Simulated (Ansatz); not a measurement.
Runs of Ansatz 0.2.0 on AlRu. It takes space group Pm-3m (No. 221, cubic). The conventional cell has a = 2.992 Å, b = 2.992 Å, c = 2.992 Å, α = 90.00°, β = 90.00°, γ = 90.00°. Ru (site symmetry m-3m) has 8 Al at 2.59 Å as nearest neighbours. Al (site symmetry m-3m) is surrounded by 8 Ru at 2.59 Å. 

| task | level | spin | cell | k mesh | smearing | points for each segment of the path | gap on the mesh (eV) | pressure (GPa) | relaxed volume (Å³/atom) |
| --- | --- | --- | --- | --- | --- | --- | --- | --- | --- |
| relaxation of cell and atoms | BLYP | off | relaxed | 9 × 9 × 9 | fermi-dirac 0.05 eV | - | none | 0.0 | 14.00 |
| relaxation of cell and atoms | RPBE | off | relaxed | 9 × 9 × 9 | fermi-dirac 0.05 eV | - | none | 0.0 | (b) |
| relaxation of cell and atoms | revPBE | off | relaxed | 9 × 9 × 9 | fermi-dirac 0.05 eV | - | none | 0.0 | 13.73 |
| band structure | revPBE | off | as given | 9 × 9 × 9 | fermi-dirac 0.05 eV | 14 | none | (a) | - |
| relaxation of cell and atoms | BLYP+D4 | off | relaxed | 9 × 9 × 9 | fermi-dirac 0.05 eV | - | none | 0.0 | 13.27 |
| single point | PBE | off | as given | 9 × 9 × 9 | gaussian 0.027 eV | - | none | 2.5 | - |
| single point | PBE | off | as given | 9 × 9 × 9 | gaussian 0.012 eV | - | none | 2.5 | - |
| band structure | PBEsol | SOC, no magnetisation | as given | 7 × 7 × 7 | fermi-dirac 0.05 eV | 14 | none | -3.3 | - |

Alike in all rows: potentials or basis Ansatz PAW; cutoff (eV) 420.

Fill in the values left out.

(a) 5.2; (b) 13.79.

Caveats: the PAW data sets come from PBE, with cores solved anew for the run's functional, which leaves a small shift of forces and pressure (some runs); the plane-wave basis is chosen anew once the cell has moved, so the energies of steps on either side of that aren't comparable (some runs); pairwise dispersion overbinds metals, which lowers pressure and volume (some runs).

A k mesh can miss the band edges, and rows without SOC leave out spin-orbit coupling on Ru.

A gap of «none» marks a metal or a gap under the smearing width.
